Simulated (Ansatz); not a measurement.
# CuO (Tenorite) under changes of volume

One of the cells (10.135 Å³/atom); the others are scaled copies at fixed shape and fractional positions:

```
CELL_PARAMETERS angstrom
2.34185 -1.71130 0.00000
2.34185 1.71130 0.00000
-0.85003 0.00000 5.05787
ATOMIC_POSITIONS crystal
Cu 0.50000 0.00000 0.50000
Cu 0.00000 0.50000 0.00000
O 0.41840 0.58160 0.75000
O 0.58160 0.41840 0.25000
```

- Program: Ansatz 0.2.0
- Functional: PBE
- Potentials or basis: SSSP efficiency PAW
- Cutoff: 1225 eV
- Density cutoff: 12245 eV
- k mesh: 10 × 10 × 5
- Occupations: fermi-dirac, width 0.05 eV
- Spin: no spin polarisation

| volume (Å³/atom) | energy over the lowest point (meV/atom) | pressure (GPa) | largest force (eV/Å) |
| --- | --- | --- | --- |
| 9.527 | ? | ? | ? |
| 9.730 | 31.09 | 14.4 | 0.113 |
| 9.932 | 15.82 | 9.9 | 0.186 |
| 10.135 | 5.92 | 5.9 | 0.252 |
| 10.338 | 0.81 | 2.3 | 0.312 |
| 10.540 | 0.00 | -0.9 | 0.368 |
| 10.743 | 3.03 | -3.8 | 0.419 |

Q: What does the run at 9.527 Å³/atom give?

A: Energy over the lowest point 52.34 meV/atom; pressure 19.4 GPa; largest force 0.035 eV/Å.

Worked out: A Birch-Murnaghan fit of order 3 (a polynomial in V^(-2/3)) to the other rows has its minimum at 10.48 Å³/atom with B0 = V·E''(V) = 162 GPa and B' = 4.9 at fixed shape and positions, which overstates the stiffness. It gives 52.49 meV/atom at 9.527 Å³/atom, against the run's 52.34, and -dE/dV = 19.5 GPa, against 19.4.

Energies are extrapolated to zero smearing.

Caveats: the run has no spin polarisation, though such a crystal can be magnetic.
